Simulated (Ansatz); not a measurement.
# Li2S (Fm-3m) under pressure

```yaml
crystal:
  lattice:
    - [2.84450, 2.84450, 0.00000]
    - [-2.84450, 2.84450, 0.00000]
    - [0.00000, 2.84450, 2.84450]
  atoms:
    - { symbol: Li, position: [0.25000, 0.75000, 0.50000] }
    - { symbol: Li, position: [0.75000, 0.25000, 0.50000] }
    - { symbol: S, position: [0.00000, 0.00000, 0.00000] }
```

This is the zero-pressure cell under r²SCAN. Cell and atoms are relaxed by PAW (default files of Ansatz 0.2.0, cutoff 500 eV, stress met within about 0.05 GPa) at each pressure, in this structure whether or not another phase would take over; P is the pressure reached, less that of this cell. Levels come from r²SCAN, PAW on Ansatz 0.2.0's default frozen-core files (fitted under PBE), scalar-relativistic; k mesh 8×8×8, fixed occupations, cutoff 500 eV. Conduction levels are in eV over the valence top (at Γ), at fixed fractional wave vectors. Zone-centre phonons come from finite displacements by PAW, without the LO-TO term.

```csv
P (GPa),V/V₀,X,Γ,T1u TO (cm⁻¹),T2g (cm⁻¹)
-2.03,1.0545,3.901,4.679,301.2,360.0
0.00,1.0000,3.873,4.962,333.0,384.7
2.00,0.9576,3.843,5.205,359.5,405.9
3.96,?,?,?,?,?
6.96,0.8799,3.765,5.707,413.5,450.0
9.95,0.8446,3.717,5.964,440.7,472.8
14.95,0.7970,3.638,6.343,480.4,506.7
```

**Question.** Fit the third-order Birch-Murnaghan equation to the rows shown.

**Answer.** With f = [(V₀/V)^(2/3) − 1]/2, the normalised pressure F = P/[3f(1 + 2f)^(5/2)] is 42.6 GPa at f = -0.0174, 42.4 GPa at f = 0.0146, 42.1 GPa at f = 0.0445, 42.0 GPa at f = 0.0596, 41.8 GPa at f = 0.0816. The line F = B₀[1 + (3/2)(B′ − 4)f] gives B₀ = 42.5 GPa and B′ = 3.9.

**Question.** What are the volume deformation potentials and pressure coefficients of these levels at zero pressure?

**Answer.** 

```
level  dE/dlnV (eV)  dE/dP = −(dE/dlnV)/B₀ (meV/GPa)  mean slope up to 2.0 GPa (meV/GPa)
    X          0.61                            -14.4                               -14.9
    Γ         -5.48                            129.1                               121.2
```

dE/dlnV is the slope of a cubic fit in ln V at V₀. The last column is read from two rows and shows how the slope bends with pressure. A level that another band crosses inside the range is left out of the tables.

**Question.** What mode Grüneisen parameters follow?

**Answer.** γ = −d ln ω/d ln V at V₀ from a quadratic fit in ln V: T1u 1.82, T2g 1.24.

**Question.** Fill the row at 3.96 GPa.

**Answer.** The fits give V/V₀ = 0.9232 and X = 3.813 eV. Computed: V/V₀ = 0.9232, X = 3.813, Γ = 5.418, T1u TO (cm⁻¹) = 382.6, T2g (cm⁻¹) = 424.5.

Limits of these numbers: no other phase was computed; many crystals of this kind change structure within this range, and rows or crossings beyond such a change describe a metastable lattice; frozen-core PAW files fitted under PBE, their cores solved anew for the functional of the run; semilocal gaps are low, and the spacing of valleys can be off by tenths of an eV; levels are read at fixed fractional k, so an edge that moves off these points is missed.
